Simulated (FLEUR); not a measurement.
**WC: single point with PBEsol**

Crystal: WC.

```
W C
1.0
     0.00000    2.19268    2.19268
     2.19268    0.00000    2.19268
     2.19268    2.19268    0.00000
W C
1 1
Direct
  0.00000 0.00000 0.00000
  0.50000 0.50000 0.50000
```

Measurements of this composition are mostly on another form, of space group No. 187.

```
Program             : FLEUR MaX-R8.1 (later development tree)
Task                : single point
Functional          : PBEsol
Potentials or basis : all-electron
Basis               : FLAPW
Kmax                : 5.07 1/bohr
k mesh              : 10 × 10 × 10
Occupations         : fermi-dirac, width 0.05 eV
Spin                : no spin polarisation
```

```yaml
Band_gap_on_the_k_mesh: none (metal or under the smearing width)
Valence_electrons_inside_the_program's_atomic_spheres: W 25.33; C 2.19 (radii W 2.3, C 1.42 bohr)
```

Levels at points of the mesh, in eV from the Fermi level:
```tsv
k point	band 14	band 15	band 16	band 17	band 18	band 19
(0.00, 0.00, 0.00)	-2.81	-2.81	-1.07	-1.07	-1.07	-1.02
(0.00, 0.00, 0.50)	-6.63	-6.63	1.00	1.00	2.28	4.86
(0.00, 0.50, 0.50)	-5.62	-2.51	-2.51	0.80	2.23	2.23
```

Core levels (eV from the Fermi level):
```csv
atom,levels
1 W,"1s1/2 -69371.4, 2s1/2 -11962.7, 2p1/2 -11439.5, 2p3/2 -10087.4, 3s1/2 -2752.1, 3p1/2 -2519.2, 3p3/2 -2226.8, 4s1/2 -564.6, 3d3/2 -1834.8, 3d5/2 -1771.2, 4p1/2 -468.1, 4p3/2 -400.2, 4d3/2 -241.7, 4d5/2 -229.2"
2 C,1s1/2 -265.3
```

Run time: 48 s on 1 thread of Intel(R) Xeon(R) 6975P-C (Granite Rapids), on a shared host, peak memory 0.06 GiB.

Spin-orbit coupling is left out, which matters for the levels of W.
